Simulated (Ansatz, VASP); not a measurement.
SrO in VASP and in Ansatz

INCAR

```
SYSTEM = SrO
  PREC = Accurate
  ENCUT = 520
  EDIFF = 1E-6
  ISMEAR = 0
  SIGMA = 0.02
  LREAL = .False.
  LASPH = .True.
  NELM = 80
  ALGO = Normal
  ISIF = 2
  LWAVE = .False.
  LCHARG = .False.
  GGA = PE
  NBANDS = 24
```

The input KPOINTS:

```
Automatic mesh
0
Gamma
  9 9 6
  0 0 0
```

File POSCAR:

```
SrO
1.0
    3.5474962306      0.0000000000      0.0000000000
   -1.7737481153      3.0722218556      0.0000000000
    0.0000000000      0.0000000000      6.5802080133
Sr O
2 2
Direct
    0.3333333300      0.6666666700      0.2500000000
    0.6666666700      0.3333333300      0.7500000000
    0.0000000000      0.0000000000      0.0000000000
    0.0000000000      0.0000000000      0.5000000000
```

Input for Ansatz:

```yaml
crystal:
  lattice:
    - [3.5474962306, 0.0, 0.0]
    - [-1.7737481153, 3.0722218556, 0.0]
    - [0.0, 0.0, 6.5802080133]
  atoms:
    - { symbol: Sr, position: [0.33333333, 0.66666667, 0.25] }
    - { symbol: Sr, position: [0.66666667, 0.33333333, 0.75] }
    - { symbol: O, position: [0.0, 0.0, 0.0] }
    - { symbol: O, position: [0.0, 0.0, 0.5] }
basis:
  ecutwfc: 420
kpoints:
  mp_grid: { grid: [9, 9, 6] }
hamiltonian:
  xc: pbe
scf:
  occupations: { method: gaussian, width: 0.02 }
output:
  forces: true
  stress: true
  eigenvalues: true
```

Alike in both runs: task single point; functional PBE; k mesh 9 × 9 × 6; occupations gaussian, width 0.02 eV; no spin polarisation.

|  | VASP | Ansatz |
| --- | --- | --- |
| version | VASP 6.6.1 | Ansatz 0.2.0 |
| potentials or method | VASP PAW PBE potentials, release 64 (Sr_sv, O) | scalar-relativistic, plane waves, PAW |
| plane-wave cutoff (eV) | 520 | 420 |
| valence electrons in the cell | 32 | 32 |

VASP gave:

```
gap on the k mesh at the Fermi level (eV)       : 2.92
least direct gap on the mesh (eV)               : 2.92
pressure (GPa)                                  : -2.8
largest component of the traceless stress (GPa) : 7.74
```

**Question.** What did Ansatz give for the same quantities?

**Answer.** gap on the k mesh at the Fermi level (eV): 2.93; least direct gap on the mesh (eV): 2.93; pressure (GPa): -3.2; largest component of the traceless stress (GPa): 7.73.

With one functional, cell and mesh, what is left measures potentials, basis and numerics.

Caveats: an odd mesh through Γ misses points on the zone boundary, where band edges often lie.
